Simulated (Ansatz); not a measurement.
# Deforming Si2Mo

```
CELL_PARAMETERS angstrom
-1.60000 1.60000 3.93050
1.60000 -1.60000 3.93050
1.60000 1.60000 -3.93050
ATOMIC_POSITIONS crystal
Si 0.33300 0.33300 0.00000
Si 0.66700 0.66700 0.00000
Mo 0.00000 0.00000 0.00000
```

Atom numbers follow the list: Si1, Si2, Mo3.

The conventional cell has a = 3.200 Å, b = 3.200 Å, c = 7.861 Å, α = 90.00°, β = 90.00°, γ = 90.00°. Around Si (atom 1) lie 5 Si at 2.61 to 2.63 Å and 5 Mo at 2.62 Å. Mo (atom 3) has 10 Si at 2.62 Å as nearest neighbours.

The geometry is COD entry 1010282, unchecked; take it as a test cell. It is an old determination, and later ones may differ.

Theory: Ansatz 0.2.0, DFT, PBEsol, all-electron PAW with datasets made for the crystal, scalar-relativistic.

Settings: a Γ-centred 12×12×16 k mesh, Fermi–Dirac smearing of 0.03 eV, cutoff 300 eV (chosen by the program for this cell), no spin polarisation; this mesh doesn't keep the crystal's whole symmetry, which leaves small spurious terms.

The unchanged cell is at -2.71 GPa.

In a metal, stresses and small energies carry noise from the k mesh.

x, y and z are the Cartesian axes of the cell as listed; fractional coordinates follow a strain, and an engineering shear is twice the off-diagonal strain component.

Q: One change gave: energy change +3 meV/atom; stress change (xx, yy, zz, yz, xz, xy) 0.09, 0.09, 0.05, 2.06, 2.06, 1.98 GPa, compression positive; change of the force on Si2 (0.011, 0.011, 0.001) eV/Å. Which change was it?
A. equal xy, yz and zx engineering shear strains of +1 %
B. equal xy, yz and zx engineering shear strains of +3 %
C. equal xy, yz and zx engineering shear strains of -3 %
D. equal xy, yz and zx engineering shear strains of -2 %
E. equal xy, yz and zx engineering shear strains of +2 %
F. equal xy, yz and zx engineering shear strains of -1 %

A: F. For equal xy, yz and zx engineering shear strains of -3 %: energy change +24 meV/atom; stress change (xx, yy, zz, yz, xz, xy) 0.77, 0.77, 0.53, 6.43, 6.43, 6.16 GPa, compression positive; change of the force on Si1 (-0.049, -0.049, -0.015) eV/Å. For equal xy, yz and zx engineering shear strains of +2 %: energy change +10 meV/atom; stress change (xx, yy, zz, yz, xz, xy) 0.31, 0.31, 0.23, -3.86, -3.86, -3.71 GPa, compression positive; change of the force on Si2 (-0.009, -0.009, 0.010) eV/Å. For equal xy, yz and zx engineering shear strains of -2 %: energy change +10 meV/atom; stress change (xx, yy, zz, yz, xz, xy) 0.34, 0.34, 0.23, 4.20, 4.20, 4.02 GPa, compression positive; change of the force on Si2 (0.027, 0.027, 0.006) eV/Å. For equal xy, yz and zx engineering shear strains of +1 %: energy change +2 meV/atom; stress change (xx, yy, zz, yz, xz, xy) 0.08, 0.08, 0.06, -1.98, -1.98, -1.90 GPa, compression positive. For equal xy, yz and zx engineering shear strains of +3 %: energy change +21 meV/atom; stress change (xx, yy, zz, yz, xz, xy) 0.69, 0.69, 0.50, -5.66, -5.66, -5.43 GPa, compression positive; change of the force on Si2 (-0.007, -0.007, 0.019) eV/Å.
